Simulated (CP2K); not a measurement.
BAs:

```
As B
1.0
     3.37785    0.00000    0.00000
     1.68892    2.92530    0.00000
     1.68892    0.97510    2.75800
As B
1 1
Cartesian
  5.0668 2.9253 2.0685
  0.0000 0.0000 0.0000
```

Base run:

- Program: CP2K 2026.2
- Functional: optB88-vdW
- Potentials or basis: POTENTIAL_UZH As GTH-PBE-q5, B GTH-PBE-q3; TZVP-MOLOPT-PBE-GTH basis
- Density cutoff: 9184 eV
- k mesh: 10 × 10 × 10
- Occupations: fermi-dirac, width 0.05 eV
- Spin: no spin polarisation

Its results: band gap on the k mesh 1.34 eV, indirect (least direct gap 3.41 eV); pressure 4.5 GPa.

After a change of settings the same cell gave: band gap on the k mesh 1.47 eV, indirect (least direct gap 3.47 eV); pressure 7.6 GPa. Which change was it?
A. functional from optB88-vdW to LDA
B. functional from optB88-vdW to MS2
C. functional from optB88-vdW to BLYP
D. functional from optB88-vdW to AM05

C.

Caveats: the potentials were made for another functional, which shifts forces and pressure; the basis of atomic orbitals isn't converged, which shifts pressures, moduli and gaps.
